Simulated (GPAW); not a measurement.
# WS2 in GPAW: single point with r2SCAN

Aim: the single point of WS2 with r2SCAN.

All numbers are computed with GPAW 26.7.0; they aren't measurements. Logs are shortened: lines on timing, memory, paths and dates and some standing lists are left out, and cuts for length are marked. The log counts tension as positive stress, the text compression.

### Step 1. The structure

The cell holds a slab with vacuum, 6 atoms: a = 3.183 Å, b = 3.183 Å, c = 23.669 Å, α = 90.00°, β = 90.00°, γ = 120.00°.

### Step 2. Single point, r2SCAN

run.py

```python
from ase.dft.bandgap import bandgap
from ase.io import read, write
from ase.units import GPa
from gpaw import GPAW, PW

atoms = read('POSCAR')

calc = GPAW(mode=PW(450),
            xc='MGGA_X_R2SCAN+MGGA_C_R2SCAN',
            kpts={'size': (8, 8, 1), 'gamma': True},
            occupations={'name': 'fermi-dirac', 'width': 0.05},
            nbands=46,
            maxiter=120,
            txt='gpaw.txt')
atoms.calc = calc
energy = atoms.get_potential_energy()
forces = atoms.get_forces()
stress = atoms.get_stress()
calc.write('gs.gpw')
write('result.traj', atoms)
print(f'Energy: {energy:.6f} eV')
print('Forces (eV/A):')
print(forces.round(4))
print('Stress (GPa):', (stress / GPa).round(3))
print('Fermi level:', round(calc.get_fermi_level(), 4), 'eV')
print(f'Gap: {bandgap(calc)[0]:.4f} eV, direct: {bandgap(calc, direct=True)[0]:.4f} eV')
```

POSCAR

```
WS2
1.0
    3.1832085602      0.0000000000      0.0000000000
   -1.5916042801      2.7567394786      0.0000000000
    0.0000000000      0.0000000000     23.6687632500
W S
2 4
Direct
    0.6666666667      0.3333333333      0.3626824600
    0.3333333333      0.6666666667      0.6373175400
    0.6666666667      0.3333333333      0.7031838900
    0.3333333333      0.6666666667      0.4285581700
    0.6666666667      0.3333333333      0.5714418300
    0.3333333333      0.6666666667      0.2968161100
```

Potentials or basis: GPAW PAW data sets (gpaw-data 1.2.1), pw.

Command:

```sh
OMP_NUM_THREADS=1 python run.py
```

gpaw.txt:

```text
__  _  _
 | _ |_)|_||  |
 |__||  | ||/\| - 26.7.0

Input parameters:
  mode=PW(ecut=450.00000000000006),
  kpts=MonkhorstPack(size=(8, 8, 1), gamma=True),
  maxiter=120,
  nbands=46,
  occupations=Occupations(name='fermi-dirac', width=0.05),
  xc=XC(name='MGGA_X_R2SCAN+MGGA_C_R2SCAN')

Diagonalizing LCAO Hamiltonian
Converting LCAO to pw mode

           S

        W

           S

        S

           W

        S

Atoms  # Å, Bohr magnetons
|   | symbol |         x |        y |         z |    initial magnetic moments |
|---|--------|-----------|----------|-----------|-----------------------------|
| 0 |      W |  1.591604 | 0.918913 |  8.584245 | ( 0.0000,  0.0000,  0.0000) |
| 1 |      W | -0.000000 | 1.837826 | 15.084518 | ( 0.0000,  0.0000,  0.0000) |
| 2 |      S |  1.591604 | 0.918913 | 16.643493 | ( 0.0000,  0.0000,  0.0000) |
| 3 |      S | -0.000000 | 1.837826 | 10.143442 | ( 0.0000,  0.0000,  0.0000) |
| 4 |      S |  1.591604 | 0.918913 | 13.525321 | ( 0.0000,  0.0000,  0.0000) |
| 5 |      S | -0.000000 | 1.837826 |  7.025270 | ( 0.0000,  0.0000,  0.0000) |

Unit cell  # Å
| periodic |         x |        y |         z |   lengths |     angles |
|----------|-----------|----------|-----------|-----------|------------|
|      yes |  3.183209 | 0.000000 |  0.000000 |  3.183209 |  90.000000 |
|      yes | -1.591604 | 2.756739 |  0.000000 |  3.183209 |  90.000000 |
|      yes |  0.000000 | 0.000000 | 23.668763 | 23.668763 | 120.000000 |

Number of symmetries: 12
Symmetry operations  # r_c * U_cc + t_c -> r_c
|    | kind |            matrix            |
|----|------|------------------------------|
|  0 |  σ   |  1, 1, 0,  0,-1, 0,  0, 0, 1 |
|  1 |  S6  |  1, 1, 0, -1, 0, 0,  0, 0,-1 |
|  2 |  E   |  1, 0, 0,  0, 1, 0,  0, 0, 1 |
|  3 |  C2  |  1, 0, 0, -1,-1, 0,  0, 0,-1 |
|  4 |  C2  |  0, 1, 0,  1, 0, 0,  0, 0,-1 |
|  5 |  C3  |  0, 1, 0, -1,-1, 0,  0, 0, 1 |
|  6 |  S6  |  0,-1, 0,  1, 1, 0,  0, 0,-1 |
|  7 |  σ   |  0,-1, 0, -1, 0, 0,  0, 0, 1 |
|  8 |  σ   | -1, 0, 0,  1, 1, 0,  0, 0, 1 |
|  9 |  i   | -1, 0, 0,  0,-1, 0,  0, 0,-1 |
| 10 |  C3  | -1,-1, 0,  1, 0, 0,  0, 0, 1 |
| 11 |  C2  | -1,-1, 0,  0, 1, 0,  0, 0,-1 |

BZ-sampling:
  Number of BZ points: 64
  Number of IBZ points: 10

  Monkhorst-Pack size: [8, 8, 1]
  Monkhorst-Pack shift: [0.0625, 0.0625, 0.0]

K-points  # in reciprocal-cell coordinates
|   |                                coordinates |     weight |
|---|--------------------------------------------|------------|
| 0 | (  0.00000000,   0.00000000,   0.00000000) | 0.01562500 |
| 1 | (  0.12500000,   0.00000000,   0.00000000) | 0.09375000 |
| 2 | (  0.25000000,  -0.12500000,   0.00000000) | 0.09375000 |
| 3 | (  0.25000000,   0.00000000,   0.00000000) | 0.09375000 |
| 4 | (  0.37500000,  -0.12500000,   0.00000000) | 0.18750000 |
| 5 | (  0.37500000,   0.00000000,   0.00000000) | 0.09375000 |
| 6 | (  0.37500000,   0.37500000,   0.00000000) | 0.09375000 |
| 7 | (  0.50000000,   0.25000000,   0.00000000) | 0.09375000 |
| 8 | (  0.50000000,   0.37500000,   0.00000000) | 0.18750000 |
| 9 | (  0.50000000,   0.50000000,   0.00000000) | 0.04687500 |

Plane wave coefficients: 4605
Cutoff: 450.00000000000006 eV

Spin-components: 1 (collinear spins)
Bands:           46
Projectors:      32
Spin-degeneracy: 2
Datatype:        complex128

Parallelization:
  kpt:    1
  domain: 1
  band:   1

Density:
  Valence electrons: 52.0
  Components: 1
  Grid points: [ 16  16 120]
  Charge: 0.0  # |e|

Potential:
  Grid points: [ 16  16 120]

species:
  W:
    name:    Tungsten
    Z:       74.0
    valence: 14
    core:    60
    charge:  0.0  # [|e|]
    compensation charges:
      type: gauss
      rc: 0.40  # [Å]
      lmax: 2
    cutoffs:
      filter: 2.36  # [Å]
      core: 3.02  # [Å]
    projectors
    | kind |    occ | energy [eV] | rcut [Å] |
    |------|--------|-------------|----------|
    |   5s |  2.000 |     -78.830 |    1.344 |
    |   6s |  2.000 |      -5.697 |    1.344 |
    |   5p |  6.000 |     -43.233 |    1.355 |
    |   6p |  0.000 |      -1.367 |    1.355 |
    |   5d |  4.000 |      -4.494 |    1.228 |
    |    d |        |      22.717 |    1.228 |

    Using partial waves for W as LCAO basis

  S:
    name:    Sulfur
    Z:       16.0
    valence: 6
    core:    10
    charge:  0.0  # [|e|]
    compensation charges:
      type: gauss
      rc: 0.24  # [Å]
      lmax: 2
    cutoffs:
      filter: 1.77  # [Å]
      core: 1.66  # [Å]
    projectors
    | kind |    occ | energy [eV] | rcut [Å] |
    |------|--------|-------------|----------|
    |   3s |  2.000 |     -17.254 |    0.974 |
    |   3p |  4.000 |      -7.008 |    0.979 |
    |    s |        |       9.957 |    0.974 |
    |    p |        |      20.203 |    0.979 |
    |    d |        |       0.000 |    0.900 |

    Using partial waves for S as LCAO basis

Reference energy: -920973.822900  # eV

eigensolver:
  PPCG
  Converge bands: occupied
  niter=2

density mixing:
  MSR1-Mixer
  Pratt-step length: 0.05
  Maximum mixing coefficient: 0.75
  Old densities: 10
  SVD Regularization: 0.005
  Good broyden scale: 1.0
  Trust region scale: 1.0
  Backstep threshold: 4.0
  History deletion threshold: 6.0
  Fourier metric: weight=20.0, sigma=0.015

occupation numbers:
  Fermi-Dirac:
    width: 0.0500  # eV

poisson solver:
  ecut: 3600.0000000000005  # eV

xc functional:
  name: MGGA_X_R2SCAN+MGGA_C_R2SCAN with 2 nearest neighbor stencil

convergence criteria:
- Maximum [total energy] change in last 3 cyles: 0.0005 eV / valence electron
- Maximum integral of absolute [dens]ity change: 0.0001 electrons / valence electron
- Maximum integral of absolute [eigenst]ate change: 4e-08 eV^2 / valence electron
maximum number of iterations: 120

SCF iterations
|iter     | |      energy | eigst |  dens |
|---------|-|-------------|-------|-------|
|iter:   1| |  -99.010801 | +0.35 |       |
|iter:   2| |  -87.644579 | -1.11 | -1.21 |
|iter:   3| |  -87.936178 | -1.28 | -1.23 |
|iter:   4| |  -87.939390 | -1.74 | -1.35 |
|iter:   5| |  -87.785780 | -1.69 | -1.47 |
|iter:   6| |  -87.494329 | -2.29 | -1.66 |
|iter:   7| |  -87.505186 | -3.16 | -2.12 |
|iter:   8| |  -87.505707c| -3.87 | -2.71 |
|iter:   9| |  -87.505817c| -4.66 | -3.20 |
|iter:  10| |  -87.505817c| -5.27 | -3.80 |
|iter:  11| |  -87.505817c| -5.84 | -4.42c|
|iter:  12| |  -87.505817c| -6.32 | -4.97c|
|iter:  13| |  -87.505817c| -6.79 | -5.50c|
|iter:  14| |  -87.505817c| -7.22 | -6.17c|
|iter:  15| |  -87.505817c| -7.57c| -6.62c|

Converged in 15 steps
Energy contributions relative to reference atoms: (reference = -920973.822900)

Energy contributions:
  Kinetic:          32.368337
  Coulomb:         -35.636196
  Zero:             -0.329473
  External:          0.000000
  Xc:              -83.908486
  Entropy:          -0.000000
  Spinorbit:         0.000000
  ----------------------------
  Free energy:     -87.505817
  Extrapolated:    -87.505817

dipole moment: (0.000004, 0.000006, 0.000055)  # |e|*Ang

Fermi level: 2.401
Eigenvalues  # (at kpt = [0.000, 0.000, 0.000])
| band index |      eig [eV] | occ [0-2] |
|------------|---------------|-----------|
|          0 |       -74.570 |     2.000 |
|        ... |               |           |
|         18 |        -1.378 |     2.000 |
|         19 |        -0.587 |     2.000 |
|         20 |        -0.565 |     2.000 |
|         21 |        -0.565 |     2.000 |
|         22 |        -0.553 |     2.000 |
|         23 |        -0.553 |     2.000 |
[... 8 lines left out ...]
|         32 |         4.483 |     0.000 |
|         33 |         4.484 |     0.000 |
|        ... |               |           |
|         45 |        12.268 |     0.000 |

Gap: 1.833 eV
Transition (v -> c):
  (s=0, k=0, n=25, [0.00, 0.00, 0.00]) -> (s=0, k=6, n=26, [0.38, 0.38, 0.00])
Direct/indirect transitions are different
Direct gap: 2.357 eV
Transition at: (s=0, k=6, n=25, [0.38, 0.38, 0.00])

Forces  # eV/Ang
|        x |        y |        z |
|----------|----------|----------|
| -0.00000 | -0.00000 | -0.00846 |  # W    0
|  0.00000 | -0.00000 |  0.00846 |  # W    1
| -0.00000 |  0.00000 | -0.01361 |  # S    2
|  0.00000 | -0.00000 | -0.00992 |  # S    3
| -0.00000 |  0.00000 |  0.00992 |  # S    4
|  0.00000 |  0.00000 |  0.01361 |  # S    5

Stress tensor  # eV/Ang^3
|        x |        y |        z |
|----------|----------|----------|
| 0.000818 | 0.000000 | 0.000000 |
| 0.000000 | 0.000818 | 0.000000 |
| 0.000000 | 0.000000 | 0.000909 |

# Writing to gs.gpw (mode='')
```

It took 2.2 min on 1 thread of Arm Neoverse V1, shared host; peak memory 0.37 GiB.

What came out:

```
Free energy            : -87.5058 eV
Largest force          : 0.014 eV/Å
Band gap on the k mesh : 1.83 eV, indirect (least direct gap 2.36 eV)
```

Forces in eV/Å, atoms in the order of the input:
```
W    0.000  0.000 -0.008
W    0.000  0.000  0.008
S    0.000  0.000 -0.014
S    0.000  0.000 -0.010
S    0.000  0.000  0.010
S    0.000  0.000  0.014
```

Levels at points of the mesh, in eV from the valence-band top:
```csv
k point,band 22,band 23,band 24,band 25,band 26,band 27,band 28,band 29,band 30,band 31
"(0.00, 0.00, 0.00)",-2.13,-2.11,-2.11,-0.49,0.00,2.74,2.74,2.75,2.75,2.88
"(0.50, 0.50, 0.00)",-2.56,-1.80,-1.75,-1.33,-1.28,2.64,2.65,3.07,3.15,3.93
```

Caveat: the cutoff is short for stress and forces, so pressures can be off by a GPa or more; the PAW data sets were made with another functional, which shifts forces and pressure a little; spin-orbit coupling is left out, which moves the levels of the heavy elements. r2SCAN opens gaps a little over a GGA but as a rule still falls short of measured ones.
